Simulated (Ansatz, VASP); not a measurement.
## Co36O (O/Co(0001)): VASP beside Ansatz

Aim: how closely do two programs agree when they are given the same cell, functional and k mesh? Of the first pair: The structure shown is the start of the Ansatz relaxation below; VASP solves that cell, so the two are compared at the walk's first step.

Calculated with Ansatz 0.2.0; plane waves, with VASP 6.6.1 beside it; single point at PBE.

### 1. Starting point

The cell holds 37 atoms: 36 Co and 1 O. Its edges and angles: a = 7.530 Å, b = 7.530 Å, c = 25.372 Å, α = 90.0°, β = 90.0°, γ = 60.0°. Vacuum lies along c.

### 2. Ansatz: relaxation, PBE

Ansatz runs on its default PAW (the set named soft_2) files.

The two programs are compared at the cell with which this relaxation starts, whose forces are those of its first step.

input.yaml

```yaml
crystal:
  lattice:
    - [7.53, 0.0, 0.0]
    - [3.765, 6.5211712905, 0.0]
    - [0.0, 0.0, 25.3721262003]
  atoms:
    - { symbol: Co, position: [0.2222222222, 0.2222222222, 0.3547199761], spin: 1.82 }
    - { symbol: Co, position: [0.0, 0.0, 0.4349501462], spin: 1.76 }
    - { symbol: Co, position: [0.2222222222, 0.2222222222, 0.5155664531], spin: 1.74 }
    - { symbol: Co, position: [0.0, 0.0, 0.5922420915], spin: 1.79 }
    - { symbol: Co, position: [0.2222222222, 0.5555555556, 0.3547199761], spin: 1.82 }
    - { symbol: Co, position: [0.0, 0.3333333333, 0.4349501462], spin: 1.76 }
    - { symbol: Co, position: [0.2222222222, 0.5555555556, 0.5155664531], spin: 1.74 }
    - { symbol: Co, position: [0.0, 0.3333333333, 0.5922420915], spin: 1.79 }
    - { symbol: Co, position: [0.2222222222, 0.8888888889, 0.3547199761], spin: 1.82 }
    - { symbol: Co, position: [0.0, 0.6666666667, 0.4349501462], spin: 1.76 }
    - { symbol: Co, position: [0.2222222222, 0.8888888889, 0.5155664531], spin: 1.74 }
    - { symbol: Co, position: [0.0, 0.6666666667, 0.5922420915], spin: 1.79 }
    - { symbol: Co, position: [0.5555555556, 0.2222222222, 0.3547199761], spin: 1.82 }
    - { symbol: Co, position: [0.3333333333, 0.0, 0.4349501462], spin: 1.76 }
    - { symbol: Co, position: [0.5555555556, 0.2222222222, 0.5155664531], spin: 1.74 }
    - { symbol: Co, position: [0.3333333333, 0.0, 0.5922420915], spin: 1.79 }
    - { symbol: Co, position: [0.5555555556, 0.5555555556, 0.3547199761], spin: 1.82 }
    - { symbol: Co, position: [0.3333333333, 0.3333333333, 0.4349501462], spin: 1.76 }
    - { symbol: Co, position: [0.5555555556, 0.5555555556, 0.5155664531], spin: 1.74 }
    - { symbol: Co, position: [0.3333333333, 0.3333333333, 0.5922420915], spin: 1.79 }
    - { symbol: Co, position: [0.5555555556, 0.8888888889, 0.3547199761], spin: 1.82 }
    - { symbol: Co, position: [0.3333333333, 0.6666666667, 0.4349501462], spin: 1.76 }
    - { symbol: Co, position: [0.5555555556, 0.8888888889, 0.5155664531], spin: 1.74 }
    - { symbol: Co, position: [0.3333333333, 0.6666666667, 0.5922420915], spin: 1.79 }
    - { symbol: Co, position: [0.8888888889, 0.2222222222, 0.3547199761], spin: 1.82 }
    - { symbol: Co, position: [0.6666666667, 0.0, 0.4349501462], spin: 1.76 }
    - { symbol: Co, position: [0.8888888889, 0.2222222222, 0.5155664531], spin: 1.74 }
    - { symbol: Co, position: [0.6666666667, 0.0, 0.5922420915], spin: 1.79 }
    - { symbol: Co, position: [0.8888888889, 0.5555555556, 0.3547199761], spin: 1.82 }
    - { symbol: Co, position: [0.6666666667, 0.3333333333, 0.4349501462], spin: 1.76 }
    - { symbol: Co, position: [0.8888888889, 0.5555555556, 0.5155664531], spin: 1.74 }
    - { symbol: Co, position: [0.6666666667, 0.3333333333, 0.5922420915], spin: 1.79 }
    - { symbol: Co, position: [0.8888888889, 0.8888888889, 0.3547199761], spin: 1.82 }
    - { symbol: Co, position: [0.6666666667, 0.6666666667, 0.4349501462], spin: 1.76 }
    - { symbol: Co, position: [0.8888888889, 0.8888888889, 0.5155664531], spin: 1.74 }
    - { symbol: Co, position: [0.6666666667, 0.6666666667, 0.5922420915], spin: 1.79 }
    - { symbol: O, position: [0.1111111111, 0.1111111111, 0.6452800239] }
magnetization:
  spin_polarized: true
kpoints:
  mp_grid: { grid: [4, 4, 1] }
hamiltonian:
  xc: pbe
scf:
  occupations: { method: fermi_dirac, width: 0.1 }
  convergence: { dr2_threshold: 1.0e-08 }
efield:
  axis: 3
  dipole_correction: true
  ramp_position: 0.97
  ramp_width: 0.06
relax:
  f_tol: 0.02
  max_steps: 60
  constraints:
    - { sites: [0, 1, 4, 5, 8, 9, 12, 13, 16, 17, 20, 21, 24, 25, 28, 29, 32, 33] }
output:
  write_potential: true
  write_density: true
  volumetric_format: npy
```

Started as:

```bash
$ ansatz run input.yaml --threads 4 --pin off --max-ram 16384MiB --backend cpu --events-out ev --progress --plain --runs-dir out
```

Numbers of over 12 decimals in the logs are rounded to 6 here.

The log of the run:

```text
Engine: ansatz 0.2.0, aarch64-unknown-linux-gnu
Pseudopotentials: kind: paw
Pseudopotential: Co, paw, valence charge 17, recommended cutoff 420 eV (normal), Co.paw.azcp
Pseudopotential: O, paw, valence charge 6, recommended cutoff 420 eV (normal), O.paw.azcp
Functional definition: PBE
  parameter kappa = 0.804
  parameter beta = 0.066725
  exchange = pbe_x(kappa = kappa, mu = beta*pi^2/3)
  correlation = pbe_c(beta = beta)
Crystal: 37 atoms, lattice volume = 1245.884 Å³
Basis set: ecut = 420 eV, 24421 PW (Γ), exchange–correlation on 108×108×360 points (8 copies of the dense FFT grid, shifted against one another)
Bands: 410, of which v1, the nominal top of the filled ones, is band 309 counted from 1 (308 counted from 0)
Symmetry: 6 space group operations
k-points: 4 of 16 (time reversal used)
Non-local potential: Co, projectors of the file, l = 0: 3, l = 1: 2, l = 2: 3, l = 3: 1
Non-local potential: O, projectors of the file, l = 0: 2, l = 1: 2, l = 2: 1
PAW form: soft (Blöchl's): semilocal exchange-correlation on the pseudo side does not see the compensation charge
PAW one-centre angular grid: Co, 590 points (default); XC on 64 Gauss nodes
PAW one-centre angular grid: O, 110 points (default); XC on 64 Gauss nodes
Initial density: superposition of atomic densities (neutral atoms: chi_scale 0, normalization atom)
Starting moments: Σ|m| = 63.99 μB on 36 of 37 sites
Initial wavefunctions: pseudopotential atomic-orbital guess
Functional: x = pbe(κ = 0.804, μ = 0.219515), c = pbe(β = 0.066725)
SCF iter   1: F=—  HF=-185080.937244 eV  |F-HF|=—  |Δ(HF+E_count)|=         —  Δρ=4.91e-2 (↑1.43e-2 ↓4.91e-2)  dr2=5.27e1  dr2_m=5.60e0  M=63.293 μB ∫|m|=65.295 μB  β_m=1.00  ethr=3.10e-3  p=-0.000 e·Å  D=-1.47e-6 V/Å  ΔV_dip=0.00 eV  dr2_dipole=6.03e-1  V_vac-E_F(+/−)=7.46/7.46 eV  ⟨swp⟩=8.5  Hψ=16030  notcnv=0  defer=318
Mixer restart at iter 1: flushing history
efield: sawtooth ramp at fractional position 0.9700 (set: `efield.ramp_position`, or a place that a band, a saddle search or an elastic batch's reference lends), width 0.0600; the density the first Hamiltonian is built on has a dipole p = -0.000 e·Å; the dipole correction subtracts the counter field D = -1.47e-6 V/Å, which shifts the + side's vacuum level by +0.00 eV against the − side's; the planar-averaged density in the ramp window peaks in size at 1.7e-5 e/Å³
preconditioner: auto → LDOS  [metal: Δε(μ)=0.015 eV  Ē_g=7.219 eV  σ=0.100 eV  W_gap=0.04  n_scr=276 (ndim 8)  ℏωp=19.1 eV  f_vac=0.616  D(μ)=37.48/eV (n_scr^D=264)]
spin=Collinear: LDOS preconditioning applied to the charge; magnetization (m = ρ↑ − ρ↓) channel mixes plain (no charge-response kernel on spin).
SCF iter   2: F=—  HF=-185073.878022 eV  |F-HF|=—  |Δ(HF+E_count)|=    7.06e0  Δρ=1.40e-2 (↑1.40e-2 ↓9.83e-3)  dr2=6.84e0  dr2_m=6.12e-1  M=63.288 μB ∫|m|=67.660 μB  β_m=0.34  ethr=3.10e-3  p=0.006 e·Å  D=8.52e-4 V/Å  ΔV_dip=-0.02 eV  dr2_dipole=3.11e-1  V_vac-E_F(+/−)=6.54/6.56 eV  ⟨swp⟩=2.6  Hψ=5464  notcnv=0  defer=378
density mixer auto → msr1: a metal under ldos (density of states about μ 3.04 of a free-electron gas's, 276 screened modes)
SCF iter   3: F=—  HF=-185085.162298 eV  |F-HF|=—  |Δ(HF+E_count)|=    1.13e1  Δρ=6.67e-3 (↑6.67e-3 ↓6.40e-3)  dr2=2.49e0  dr2_m=1.41e-1  M=63.179 μB ∫|m|=68.015 μB  β_m=0.48  ethr=1.11e-3  p=-0.006 e·Å  D=-9.32e-4 V/Å  ΔV_dip=0.02 eV  dr2_dipole=1.74e-1  V_vac-E_F(+/−)=6.02/6.00 eV  ⟨swp⟩=3.0  Hψ=5533  notcnv=0  defer=390
SCF iter   4: F=—  HF=-185094.055703 eV  |F-HF|=—  |Δ(HF+E_count)|=    8.89e0  Δρ=3.88e-3 (↑3.85e-3 ↓3.88e-3)  dr2=7.55e-1  dr2_m=3.51e-2  M=62.805 μB ∫|m|=68.307 μB  β_m=0.61  ethr=4.03e-4  p=-0.051 e·Å  D=-7.35e-3 V/Å  ΔV_dip=0.19 eV  dr2_dipole=3.08e-2  V_vac-E_F(+/−)=5.53/5.34 eV  ⟨swp⟩=2.2  Hψ=5092  notcnv=0  defer=391
SCF iter   5: F=—  HF=-185095.785591 eV  |F-HF|=—  |Δ(HF+E_count)|=    1.73e0  Δρ=1.77e-3 (↑1.36e-3 ↓1.77e-3)  dr2=1.02e-1  dr2_m=7.22e-3  M=62.342 μB ∫|m|=67.942 μB  β_m=0.69  ethr=1.22e-4  p=-0.087 e·Å  D=-1.26e-2 V/Å  ΔV_dip=0.32 eV  dr2_dipole=1.75e-4  V_vac-E_F(+/−)=5.42/5.10 eV  ⟨swp⟩=2.6  Hψ=6415  notcnv=0  defer=396
SCF iter   6: F=—  HF=-185095.867516 eV  |F-HF|=—  |Δ(HF+E_count)|=         —  Δρ=1.58e-3 (↑1.58e-3 ↓1.50e-3)  dr2=4.07e-2  dr2_m=1.78e-2  M=61.960 μB ∫|m|=67.598 μB  β_m=0.69  ethr=1.65e-5  p=-0.093 e·Å  D=-1.35e-2 V/Å  ΔV_dip=0.34 eV  dr2_dipole=1.81e-4  V_vac-E_F(+/−)=5.41/5.06 eV  ⟨swp⟩=3.2  Hψ=6764  notcnv=0  defer=396
SCF iter   7: F=—  HF=-185095.867184 eV  |F-HF|=—  |Δ(HF+E_count)|=   3.33e-4  Δρ=8.65e-4 (↑4.87e-4 ↓8.65e-4)  dr2=9.92e-3  dr2_m=2.24e-3  M=61.882 μB ∫|m|=67.541 μB  β_m=0.77  ethr=6.58e-6  p=-0.096 e·Å  D=-1.39e-2 V/Å  ΔV_dip=0.35 eV  dr2_dipole=3.96e-5  V_vac-E_F(+/−)=5.39/5.04 eV  ⟨swp⟩=2.5  Hψ=5272  notcnv=0  defer=396
[...]
k-point 3 ↓: bands = [... 305 lower, 3.3728, 3.3908, 3.4118, 3.4239, 3.4415, 3.4540, 3.4684, 3.4816, ... 97 higher]
--- Relaxed structure (5 steps of the walk, 5 accepted, 0 SCFs on fresh bases) ---
  F+E_penalty+E_count = -185096.20050092 eV   max|allowed force component| = 1.747e-3 eV/Å
  atoms:
    - { symbol: Co, position: [0.222222, 0.222222, 0.3547199761] }
    - { symbol: Co, position: [1.1111101403313757e-11, 1.1111101403313758e-11, 0.434950] }
    - { symbol: Co, position: [0.221755, 0.221755, 0.516295] }
    - { symbol: Co, position: [-0.00260947, -0.00260947, 0.596013] }
    - { symbol: Co, position: [0.222222, 0.555556, 0.3547199761] }
    - { symbol: Co, position: [1.1111084274872951e-11, 0.333333, 0.434950] }
    - { symbol: Co, position: [0.221741, 0.555796, 0.514403] }
    - { symbol: Co, position: [-0.00260947, 0.338552, 0.596013] }
    - { symbol: Co, position: [0.222222, 0.888889, 0.3547199761] }
    - { symbol: Co, position: [-2.2222279572048365e-11, 0.666667, 0.434950] }
    - { symbol: Co, position: [0.221755, 0.889823, 0.516295] }
    - { symbol: Co, position: [-0.000537672, 0.666936, 0.591238] }
    - { symbol: Co, position: [0.555556, 0.222222, 0.3547199761] }
    - { symbol: Co, position: [0.333333, 1.1111101403313758e-11, 0.434950] }
    - { symbol: Co, position: [0.555796, 0.221741, 0.514403] }
    - { symbol: Co, position: [0.338552, -0.00260947, 0.596013] }
    - { symbol: Co, position: [0.555556, 0.555556, 0.3547199761] }
    - { symbol: Co, position: [0.333333, 0.333333, 0.434950] }
    - { symbol: Co, position: [0.555796, 0.555796, 0.514403] }
    - { symbol: Co, position: [0.335715, 0.335715, 0.590826] }
    - { symbol: Co, position: [0.555556, 0.888889, 0.3547199761] }
    - { symbol: Co, position: [0.333333, 0.666667, 0.434950] }
    - { symbol: Co, position: [0.554738, 0.889298, 0.515131] }
    - { symbol: Co, position: [0.335715, 0.661903, 0.590826] }
[...]
- { symbol: Co, position: [0.888889, 0.555556, 0.3547199761] }
    - { symbol: Co, position: [0.666667, 0.333333, 0.434950] }
    - { symbol: Co, position: [0.889298, 0.554738, 0.515131] }
    - { symbol: Co, position: [0.661903, 0.335715, 0.590826] }
    - { symbol: Co, position: [0.888889, 0.888889, 0.3547199761] }
    - { symbol: Co, position: [0.666667, 0.666667, 0.434950] }
    - { symbol: Co, position: [0.889298, 0.889298, 0.515131] }
    - { symbol: Co, position: [0.666936, 0.666936, 0.591238] }
    - { symbol: O, position: [0.111111, 0.111111, 0.640126] }
```

### 3. VASP: single point, PBE, start cell, pair 1

The same cell, functional, mesh and smearing now go to VASP, with its own data sets.

Lines of VASP's logs that name or quote its potential files are left out, and so is its time.

INCAR

```
SYSTEM = Co36O
PREC = Accurate
ENCUT = 520
EDIFF = 1E-06
NELM = 200
ISMEAR = -1
SIGMA = 0.1
LREAL = Auto
ALGO = Normal
GGA = PE
NBANDS = 229
ISPIN = 2
MAGMOM = 1.83 1.77 1.8 1.53 1.83 1.77 1.72 1.53 1.83 1.76 1.8 1.82 1.83 1.77 1.72 1.53 1.83 1.76 1.72 1.81 1.83 1.76 1.73 1.81 1.83 1.76 1.8 1.82 1.83 1.76 1.73 1.81 1.83 1.76 1.73 1.82 0.13
LASPH = .TRUE.
LMAXMIX = 4
LORBIT = 11
LWAVE = .FALSE.
LCHARG = .FALSE.
ISIF = 2
LDIPOL = .TRUE.
IDIPOL = 3
DIPOL = 0.5 0.5 0.479
LVHAR = .TRUE.
GGA_COMPAT = .FALSE.
NELMDL = -8
KPAR = 4
```

POSCAR

```
Co36O
1.0
    7.5300000000      0.0000000000      0.0000000000
    3.7650000000      6.5211712905      0.0000000000
    0.0000000000      0.0000000000     25.3721262003
Co O
36 1
Direct
    0.2222221785      0.2222222733      0.3547199761
    0.9999999624      0.0000000571      0.4349501462
    0.2222221785      0.2222222733      0.5155664487
    0.9999999624      0.0000000571      0.5922420881
    0.2222221785      0.5555556248      0.3547199761
    0.9999999624      0.3333334086      0.4349501462
    0.2222221785      0.5555556248      0.5155664487
    0.9999999624      0.3333334086      0.5922420881
    0.2222221785      0.8888889763      0.3547199761
    0.9999999442      0.6666667420      0.4349501462
    0.2222221785      0.8888889763      0.5155664487
    0.9999999442      0.6666667420      0.5922420881
    0.5555555300      0.2222222733      0.3547199761
    0.3333333138      0.0000000571      0.4349501462
    0.5555555300      0.2222222733      0.5155664487
    0.3333333138      0.0000000571      0.5922420881
    0.5555555300      0.5555556248      0.3547199761
    0.3333332957      0.3333333905      0.4349501462
    0.5555555300      0.5555556248      0.5155664487
    0.3333332957      0.3333333905      0.5922420881
    0.5555555119      0.8888889581      0.3547199761
    0.3333332957      0.6666667419      0.4349501462
    0.5555555119      0.8888889581      0.5155664487
    0.3333332957      0.6666667419      0.5922420881
    0.8888888815      0.2222222733      0.3547199761
    0.6666666472      0.0000000390      0.4349501462
    0.8888888815      0.2222222733      0.5155664487
    0.6666666472      0.0000000390      0.5922420881
    0.8888888633      0.5555556067      0.3547199761
    0.6666666471      0.3333333905      0.4349501462
    0.8888888633      0.5555556067      0.5155664487
    0.6666666471      0.3333333905      0.5922420881
    0.8888888633      0.8888889581      0.3547199761
    0.6666666472      0.6666667420      0.4349501462
    0.8888888633      0.8888889581      0.5155664487
    0.6666666472      0.6666667420      0.5922420881
    0.1111110795      0.1111111743      0.6452800160
```

KPOINTS

```
Automatic mesh
0
Gamma
4 4 1
0 0 0
```

The projector-augmented-wave data sets are Co and O (PBE family, release 64).

Started as:

```bash
$ mpirun -np 4 vasp_std
```

The log of the run:

```text
[banner, memory and clock lines left out]
running    4 mpi-ranks, on    1 nodes
[...]
LDA part: xc-table for (Slater+PW92), standard interpolation
 POSCAR, INCAR and KPOINTS ok, starting setup
[...]
entering main loop
       N       E                     dE             d eps       ncg     rms          rms(c)
DAV:   1     0.263532925155E+04    0.26353E+04   -0.13907E+05  3664   0.144E+03
DAV:   2    -0.263171720978E+02   -0.26616E+04   -0.25009E+04  3664   0.335E+02
DAV:   3    -0.268347859129E+03   -0.24203E+03   -0.21060E+03  4264   0.141E+02
DAV:   4    -0.286037730963E+03   -0.17690E+02   -0.16459E+02  4064   0.342E+01
[...]
DAV:  62    -0.247804020903E+03   -0.13774E-05   -0.85991E-09  2095   0.440E-04    0.324E-04
DAV:  63    -0.247804022391E+03   -0.14882E-05   -0.19196E-08  2145   0.329E-04    0.291E-04
DAV:  64    -0.247804022378E+03    0.12762E-07   -0.14345E-08  2147   0.263E-04
   1 F= -.24780402E+03 E0= -.24717297E+03  d E =-.126210E+01  mag=    61.3357
```

OUTCAR, selected parts (step 3):

```text
  Total      -21.3806316    -21.3806316    -12.5663670      0.0000000     -0.0000000      0.0000000
  in kB      -27.4949963    -27.4949963    -16.1600565      0.0000000     -0.0000000      0.0000000
  external PRESSURE =     -23.7166830 kB  Pullay stress =       0.0000000 kB

 POSITION                                       TOTAL-FORCE (eV/Angst)
 -----------------------------------------------------------------------------------
      2.51000      1.44915      9.00000         0.002219      0.001281      0.509830
      7.53000      0.00000     11.03561        -0.030819     -0.017793     -0.453855
      2.51000      1.44915     13.08102         0.040492      0.023378     -0.130215
      7.53000      0.00000     15.02644         0.326768      0.188659      1.129652
      3.76500      3.62287      9.00000         0.000462     -0.000267      0.498982
      8.78500      2.17372     11.03561        -0.000000      0.035586     -0.453855
      3.76500      3.62287     13.08102        -0.003320      0.001917     -0.029594
      8.78500      2.17372     15.02644         0.000000     -0.377319      1.129652
      5.02000      5.79660      9.00000        -0.000000     -0.002563      0.509830
     10.04000      4.34745     11.03561         0.004402     -0.002542     -0.453671
      5.02000      5.79660     13.08102        -0.000000     -0.046756     -0.130215
     10.04000      4.34745     15.02644        -0.033996      0.019628     -0.161771
      5.02000      1.44915      9.00000        -0.000000      0.000533      0.498982
      2.51000      0.00000     11.03561         0.030819     -0.017793     -0.453855
[...]
-----------------------------------------------------------------------------------
    total drift:                                0.000018     -0.000185      0.008952

  FREE ENERGIE OF THE ION-ELECTRON SYSTEM (eV)
  ---------------------------------------------------
  free  energy   TOTEN  =      -247.8040223781 eV

  energy  without entropy=     -246.5419194867  energy(sigma->0) =     -247.17297093

 magnetization (x)
# of ion       s       p       d       tot
------------------------------------------
    1       -0.010  -0.040   1.817   1.767
    2       -0.014  -0.050   1.768   1.704
    3       -0.012  -0.052   1.776   1.711
    4       -0.013  -0.027   1.656   1.616
    5       -0.010  -0.039   1.815   1.766
    6       -0.014  -0.050   1.768   1.704
    7       -0.015  -0.050   1.734   1.669
    8       -0.013  -0.027   1.656   1.616
    9       -0.010  -0.040   1.817   1.767
   10       -0.012  -0.050   1.764   1.702
   11       -0.012  -0.052   1.776   1.711
   12       -0.009  -0.040   1.834   1.785
   13       -0.010  -0.039   1.815   1.766
[...]
--------------------------------------------------
tot         -0.422  -1.429  63.831  61.980

[... 1 further part left out ...]
```

### 4. Comparison

Known differences besides the potentials themselves: VASP starts from the moments at which Ansatz ended; the data sets hold 618 valence electrons in Ansatz (on its default PAW (the set named soft_2) files) and 330 in VASP; the cutoff is 420 eV in Ansatz and 520 eV in VASP (PREC = Accurate, projectors in real space). Total energies have different zeros and are not compared.

Forces on 7 of the 37 atoms, those with the largest forces and the largest differences (eV/Å; atoms numbered as in POSCAR):

| atom | Ansatz x, y, z | VASP x, y, z |
| --- | --- | --- |
| Co1 | 0.003, 0.002, 0.493 | 0.002, 0.001, 0.510 |
| Co4 | 0.332, 0.192, 1.176 | 0.327, 0.189, 1.130 |
| Co8 | 0.000, -0.383, 1.176 | 0.000, -0.377, 1.130 |
| Co9 | 0.000, -0.003, 0.493 | 0.000, -0.003, 0.510 |
| Co16 | -0.332, 0.192, 1.176 | -0.327, 0.189, 1.130 |
| Co25 | -0.003, 0.002, 0.493 | -0.002, 0.001, 0.510 |
| O37 | 0.000, 0.000, -2.184 | 0.000, 0.000, -2.144 |

The forces differ by 13 meV/Å r.m.s., which is 3.7 % of the r.m.s. force of 0.349 eV/Å (both taken over all components). Moments aren't recorded for both runs of this pair, so they may hold unlike magnetic states. With vacuum in the cell, a pressure given here is an average over mostly empty space and none of the material.

### 5. Ansatz: relaxation, PBE

This run makes the geometry at which the two programs are then compared.

The structure compared here is the end of the Ansatz relaxation.

input.yaml is that of step 2.

Started as:

```bash
$ ansatz run input.yaml --threads 4 --pin off --max-ram 16384MiB --backend cpu --events-out ev --progress --plain --runs-dir out
```

The log of the run:

```text
[...]
Crystal: 37 atoms, lattice volume = 1245.884 Å³
Basis set: ecut = 420 eV, 24421 PW (Γ), exchange–correlation on 108×108×360 points (8 copies of the dense FFT grid, shifted against one another)
Bands: 410, of which v1, the nominal top of the filled ones, is band 309 counted from 1 (308 counted from 0)
Symmetry: 6 space group operations
k-points: 4 of 16 (time reversal used)
[...]
Starting moments: Σ|m| = 63.99 μB on 36 of 37 sites
[...]
- { symbol: Co, position: [-0.00260947, -0.00260947, 0.596013] }
    - { symbol: Co, position: [0.222222, 0.555556, 0.3547199761] }
    - { symbol: Co, position: [1.1111084274872951e-11, 0.333333, 0.434950] }
    - { symbol: Co, position: [0.221741, 0.555796, 0.514403] }
    - { symbol: Co, position: [-0.00260947, 0.338552, 0.596013] }
[...]
- { symbol: Co, position: [0.888889, 0.888889, 0.3547199761] }
    - { symbol: Co, position: [0.666667, 0.666667, 0.434950] }
    - { symbol: Co, position: [0.889298, 0.889298, 0.515131] }
    - { symbol: Co, position: [0.666936, 0.666936, 0.591238] }
    - { symbol: O, position: [0.111111, 0.111111, 0.640126] }
```

(Part 1 of 2 ends here.)

[Lines on the potential files, build, host, timing and source positions are cut from VASP's logs without a mark.]

[Logs are printed without paths, hosts, clocks, repeated set-up lines and the standing remarks that a program may print on its own settings, such as how far it seeks lower states.]

[Hosts, paths, dates, database ids (printed as entryN), source tags and the programs' standing remarks are cut or masked in the printed files.]
